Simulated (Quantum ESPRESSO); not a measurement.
MgS (Niningerite):

```
S Mg
1.0
     0.00000    2.60165    2.60165
     2.60165    0.00000    2.60165
     2.60165    2.60165    0.00000
S Mg
1 1
Direct
  0.50000 0.50000 0.50000
  0.00000 0.00000 0.00000
```

| Property | Result |
| --- | --- |
| Program | Quantum ESPRESSO 7.5 |
| Task | phonons |
| Functional | PBEsol |
| Potentials or basis | PseudoDojo 0.4.1 SR PBEsol standard |
| Cutoff | 1143 eV |
| Density cutoff | 4572 eV |
| k mesh | 6 × 6 × 6, shifted |
| Occupations | fermi-dirac, width 0.05 eV |
| Spin | no spin polarisation |
| Mixing beta | 0.5 |
| Most SCF iterations | 120 |
| SCF threshold | 4e-10 Ry |

The cell and the atoms were relaxed first, to 17.41 Å³/atom (a = 3.665 Å, b = 3.665 Å, c = 3.665 Å, α = 60.00°, β = 60.00°, γ = 60.00°), and the response was taken there.

The first run showed a gap, so the response started from a second, tighter run with fixed occupations.

Problem. How polar is the lattice: what are the Born charges, the two dielectric constants and the LO-TO splitting?

Solution. Born charges ±2.32 e; dielectric constants 5.54 (electrons alone) and 14.88 (static); transverse and longitudinal modes at 242 and 397 cm⁻¹.
